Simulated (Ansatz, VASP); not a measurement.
## K: VASP beside Ansatz

```
K
1.0
     0.00000    3.25975    3.25975
     3.25975    0.00000    3.25975
     3.25975    3.25975    0.00000
K
1
Direct
  0.00000 0.00000 0.00000
```

This isn't the form of K at room conditions, which is bcc.

Alike in both runs: functional PBE; dispersion D3(BJ); k mesh 12 × 12 × 12; occupations gaussian, width 0.1 eV; no spin polarisation.

Ansatz relaxed the structure, and its values are those at the end. VASP's run is a single point on that final structure, the one shown.

|  | VASP | Ansatz |
| --- | --- | --- |
| version | VASP 6.6.1 | Ansatz 0.2.0 |
| potentials or method | VASP PAW PBE potentials, release 64 (K_sv) | scalar-relativistic, plane waves, PAW |
| plane-wave cutoff (eV) | 520 | 420 |
| valence electrons in the cell | 9 | 9 |

|  | VASP | Ansatz | Ansatz less VASP |
| --- | --- | --- | --- |
| gap on the k mesh at the Fermi level (eV) | none | none | - |
| pressure (GPa) | 0.0 | 0.0 | +0.01 |

A gap of «none» marks a metal or a gap that the smearing closes.

Caveats: pairwise dispersion overbinds metals, which lowers pressure and volume.
